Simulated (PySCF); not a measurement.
`C1COCCN1`. The calculation used PySCF, PBE0-D3(BJ)/def2-SVP geometry optimisation, gas phase.

```
atom  x, y, z in Å
C1    -0.9989    0.8802    0.3778
C2    -1.2111   -0.0892   -0.7774
O3    -0.0106   -0.3238   -1.4689
C4     0.9995   -0.8188   -0.6273
C5     1.2678    0.1360    0.5280
N6     0.0639    0.4595    1.2731
H7    -1.9332    1.0143    0.9467
H8    -0.7287    1.8679   -0.0369
H9    -1.6204   -1.0472   -0.3869
H10   -1.9312    0.3087   -1.5094
H11    0.7077   -1.8140   -0.2237
H12    1.8964   -0.9613   -1.2508
H13    1.6839    1.0745    0.1204
H14    2.0255   -0.2836    1.2097
H15   -0.2387   -0.3582    1.8015
```

**Question.** What is the longest distance between nuclei?

**Answer.** H10···H14 and H7···H12, 4.837 Å.

**Question.** Work out the bond lengths C1–C2, C1–H7, C1–H8, C2–O3, C4–C5, C4–H11, C5–H13 in Å.

**Answer.** For C1–C2 the difference vector is (-0.2122, -0.9694, -1.1552) Å, of length 1.5229 Å. C1–C2 1.523; C1–H7 1.102; C1–H8 1.105; C2–O3 1.405; C4–C5 1.523; C4–H11 1.113; C5–H13 1.105 Å.

**Question.** What is the repulsion energy of the bare nuclei, Σ ZA·ZB/RAB?

**Answer.** 264.14 Eh over 105 pairs, with full nuclear charges and distances in bohr; the largest single term is 18.08 Eh (O3 with C4, or a pair equal to it).

**Question.** What are the angles N6–C1–H7, C1–C2–H10, C1–C2–H9, C1–C2–O3, C2–O3–C4, C5–N6–H15?

**Answer.** From the scalar product of the two bond vectors; for N6–C1–H7 it is -0.5401 Å² over 1.4519 × 1.1021 Å², cos θ = -0.3375. N6–C1–H7 109.7°; C1–C2–H10 111.4°; C1–C2–H9 109.5°; C1–C2–O3 111.1°; C2–O3–C4 112.2°; C5–N6–H15 109.5°.

**Question.** Give the dihedral angles H9–C2–O3–C4, H11–C4–C5–H14, H14–C5–N6–H15, C4–C5–N6–C1, O3–C4–C5–N6, C1–C2–O3–C4.

**Answer.** H9–C2–O3–C4 -64° (synclinal); H11–C4–C5–H14 55° (synclinal); H14–C5–N6–H15 -53° (synclinal); C4–C5–N6–C1 -50° (synclinal); O3–C4–C5–N6 54° (synclinal); C1–C2–O3–C4 57° (synclinal). Dihedral signs follow IUPAC: positive where, seen along the central bond, the front bond turns clockwise onto the rear one.

**Question.** How far are the heavy atoms from their best plane (unweighted least squares)?

**Answer.** 0.214 Å rms; C1 0.20, C2 0.22, O3 0.24, C4 0.22, C5 0.20, N6 0.20 Å (magnitudes).

**Question.** How far apart are these pairs, which share no bond: C1···C4, O3···C5, N6···H7, N6···H8, N6···H13, H9···H12, H9···H14?

**Answer.** C1···C4 2.809 Å (3 bonds apart); O3···C5 2.415 Å (2 bonds apart); N6···H7 2.098 Å (2 bonds apart); N6···H8 2.080 Å (2 bonds apart); N6···H13 2.081 Å (2 bonds apart); H9···H12 3.622 Å (4 bonds apart); H9···H14 4.053 Å (5 bonds apart).

The point group is Cs within 0.08 Å; differences among equivalent distances and angles are scatter left by the optimiser. No frequency check. The numbers are those of one conformer.
